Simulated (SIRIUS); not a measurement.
HfO2 under changes of volume

One of the cells (11.375 Å³/atom); the others are scaled copies at fixed shape and fractional positions:

```
Hf O
1.0
     0.00000    2.57444    2.57444
     2.57444    0.00000    2.57444
     2.57444    2.57444    0.00000
Hf O
1 2
Direct
  0.00000 0.00000 0.00000
  0.75000 0.75000 0.75000
  0.25000 0.25000 0.25000
```

Measurements of this composition are mostly on another form, of space group No. 14.

* Program: SIRIUS 7.12.0
* Functional: PBE
* Potentials or basis: all-electron FP-LAPW
* Cutoff: 306 eV
* Basis: apw+lo standard
* k mesh: 9 × 9 × 9
* Occupations: fermi-dirac, width 0.05 eV
* Spin: no spin polarisation

| volume (Å³/atom) | energy over the lowest point (meV/atom) | gap on the mesh (eV) |
| --- | --- | --- |
| 10.483 | 21.85 | 3.99 |
| 10.706 | 6.82 | 3.94 |
| 10.929 | 0.00 | 3.88 |
| 11.375 | 7.06 | 3.78 |
| 11.598 | ? | ? |
| 11.821 | 37.95 | 3.67 |

Q: What does the run at 11.598 Å³/atom give?

A: Energy over the lowest point 19.88 meV/atom; gap on the mesh 3.72 eV.

Worked out: A Birch-Murnaghan fit of order 3 (a polynomial in V^(-2/3)) to the other rows has its minimum at 11.03 Å³/atom with B0 = V·E''(V) = 245 GPa and B' = 4.0. It gives 19.84 meV/atom at 11.598 Å³/atom, against the run's 19.88. A straight line through the other rows of the gap, of slope -2.66 eV per unit of ln V, gives 3.72 eV, against the run's 3.72.

Energies are extrapolated to zero smearing.

Caveats: spin-orbit coupling is left out, which moves the levels of the heavy elements; an odd mesh through Γ misses points on the zone boundary, where band edges often lie.
